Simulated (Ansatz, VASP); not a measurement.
Two plane-wave programs on BAs

Contents of POSCAR:

```
BAs
1.0
    0.0000000000      2.4156010831      2.4156010831
    2.4156010831      0.0000000000      2.4156010831
    2.4156010831      2.4156010831      0.0000000000
B As
1 1
Direct
    0.0000000000      0.0000000000      0.0000000000
    0.2500000000      0.2500000000      0.2500000000
```

File INCAR.step1:

```
PREC = Accurate
ENCUT = 520
ISMEAR = 0
SIGMA = 0.02
LREAL = False
LASPH = True
NELM = 60
NBANDS = 11
GGA = PE
ALGO = Normal
EDIFF = 1E-4
LWAVE = True
LCHARG = False
```

The input INCAR.step2:

```
PREC = Accurate
ENCUT = 520
EDIFF = 1E-7
ISMEAR = 0
SIGMA = 0.02
LREAL = False
LASPH = True
NELM = 60
ALGO = Normal
ISIF = 2
LWAVE = False
LCHARG = False
METAGGA = R2SCAN
LMIXTAU = True
NBANDS = 11
ISTART = 1
```

Contents of KPOINTS:

```
Automatic mesh
0
Gamma
  10 10 10
```

Input for Ansatz:

```yaml
crystal:
  lattice:
    - [0.0, 2.4156010871, 2.4156010871]
    - [2.4156010871, 0.0, 2.4156010871]
    - [2.4156010871, 2.4156010871, 0.0]
  atoms:
    - { symbol: B, position: [0.0, 0.0, 0.0] }
    - { symbol: As, position: [0.25, 0.25, 0.25] }
basis:
  ecutwfc: 500
kpoints:
  mp_grid: { grid: [10, 10, 10] }
hamiltonian:
  xc: r2scan
scf:
  occupations: { method: gaussian, width: 0.02 }
output:
  forces: true
  stress: true
  eigenvalues: true
```

Alike in both runs: task single point; functional r2SCAN; k mesh 10 × 10 × 10; occupations gaussian, width 0.02 eV; no spin polarisation.

|  | VASP | Ansatz |
| --- | --- | --- |
| version | VASP 6.6.1 | Ansatz 0.2.0 |
| potentials or method | VASP PAW PBE potentials, release 64 (B, As) | scalar-relativistic, plane waves, PAW |
| plane-wave cutoff (eV) | 520 | 500 |
| valence electrons in the cell | 8 | 18 |

```tsv
	VASP	Ansatz	Ansatz less VASP
gap on the k mesh at the Fermi level (eV)	1.41	1.40	-0.001
least direct gap on the mesh (eV)	3.41	3.40	-0.004
pressure (GPa)	-3.7	-3.9	-0.18
```

The two sets of potentials don't hold the same shells in valence.

Caveats: the PAW data sets were made with another functional, which shifts forces and pressure a little (VASP). r2SCAN opens gaps a little over a GGA but as a rule still falls short of measured ones. A k mesh can miss the band edges.
